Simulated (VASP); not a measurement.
The system is KCl.

```
CELL_PARAMETERS angstrom
0.00000 3.27866 3.27866
3.27866 0.00000 3.27866
3.27866 3.27866 0.00000
ATOMIC_POSITIONS crystal
K 0.00000 0.00000 0.00000
Cl 0.25000 0.25000 0.25000
```

The cell was built by a generator and needn't be a form met in nature.

```yaml
Program: VASP 6.6.1
Task: relaxation of cell and atoms
Functional: PBE
Potentials_or_basis: VASP PAW PBE potentials, release 64 (K_sv, Cl)
Cutoff: 600 eV
k_mesh: 6 × 6 × 6
Occupations: fermi-dirac, width 0.02 eV
Spin: no spin polarisation
```

At the start: pressure 4.3 GPa; volume 35.24 Å³/atom.

How do energy, volume and symmetry change on relaxing?

Over 5 steps the energy falls by 98.4 meV/atom and the volume is 44.25 Å³/atom (+25.6 %); space group F-43m (No. 216, to 0.05 Å).

The path:
```csv
step,energy change (eV),largest force (eV/Å),pressure (GPa),volume (Å³)
1,0.0000,0.0000,4.34,70.49
2,-0.1684,0.0000,1.29,80.69
3,-0.1950,0.0000,0.29,86.31
4,-0.1968,0.0000,0.04,88.13
5,-0.1969,0.0000,0.00,88.51
```

Final structure:
```
CELL_PARAMETERS angstrom
0.00000 3.53709 3.53709
3.53709 0.00000 3.53709
3.53709 3.53709 0.00000
ATOMIC_POSITIONS crystal
K 0.00000 0.00000 0.00000
Cl 0.25000 0.25000 0.25000
```

Caveat: the volume moved by over 15 % at a fixed basis, so the end points are rough.
